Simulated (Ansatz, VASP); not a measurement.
**B: VASP beside Ansatz**

```xyz
5
Lattice="3.3119 0.0000 0.0000 0.0000 3.3119 0.0000 0.0000 0.0000 4.2981" Properties=species:S:1:pos:R:3 pbc="T T T"
B     0.0000    0.8319    2.8313
B     0.8319    0.0000    1.4669
B     2.4799    0.0000    1.4669
B     0.0000    2.4799    2.8313
B     0.0000    0.0000    0.0000
```

Alike in both runs: functional PBE; k mesh 12 × 12 × 10; occupations gaussian, width 0.1 eV; no spin polarisation.

Ansatz relaxed the structure, and its values are those at the end. VASP's run is a single point on that final structure, the one shown.

```csv
,VASP,Ansatz
version,VASP 6.6.1,Ansatz 0.2.0
potentials or method,"VASP PAW PBE potentials, release 64 (B)","scalar-relativistic, plane waves, PAW"
plane-wave cutoff (eV),520,420
valence electrons in the cell,15,15
```

VASP gave:

| Quantity | Value |
| --- | --- |
| gap on the k mesh at the Fermi level (eV) | none |
| pressure (GPa) | 0.0 |
| rms of the force components (eV/Å) | 0.006 |

Task: What did Ansatz give for the same quantities?

Result: gap on the k mesh at the Fermi level (eV): none; pressure (GPa): 0.0; rms of the force components (eV/Å): 0.004.

A gap of «none» marks a metal or a gap that the smearing closes. The functional is the same, so the differences come from potentials, cutoffs and numerics.
